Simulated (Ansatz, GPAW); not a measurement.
## One calculation of KI, 3 ways

```
I K
1.0
     4.99610    0.00000    0.00000
     2.49805    4.32675    0.00000
     2.49805    1.44225    4.07930
I K
1 1
Direct
  0.50000 0.50000 0.50000
  0.00000 0.00000 0.00000
```

Alike in all runs: task single point; functional PBE; k mesh 7 × 7 × 7; occupations gaussian, width 0.1 eV; no spin polarisation; no spin-orbit coupling. Pressure is positive in compression and, in plane waves, holds the error of the finite cutoff, which Ansatz's Pulay term estimates and takes out.

| program and potentials | plane-wave cutoff (eV) | notes | pressure (GPa) |
| --- | --- | --- | --- |
| Ansatz, Ansatz PAW | 420 | 13 valence electrons an atom on average | 0.59 |
| Ansatz, all-electron LAPW, scalar-relativistic | - | - | 0.59 |
| GPAW, GPAW PAW data sets (gpaw-data 1.2.1) | 600 | 8 valence electrons an atom on average | 0.57 |

The pressure spans 0.57 (GPAW, GPAW PAW data sets (gpaw-data 1.2.1)) to 0.59 GPa (Ansatz, all-electron LAPW, scalar-relativistic), with all-electron results at 0.59.

The functional is the same throughout but for its coding, so the spread measures potentials, basis and numerics; runs on potential files found faulty are left out.
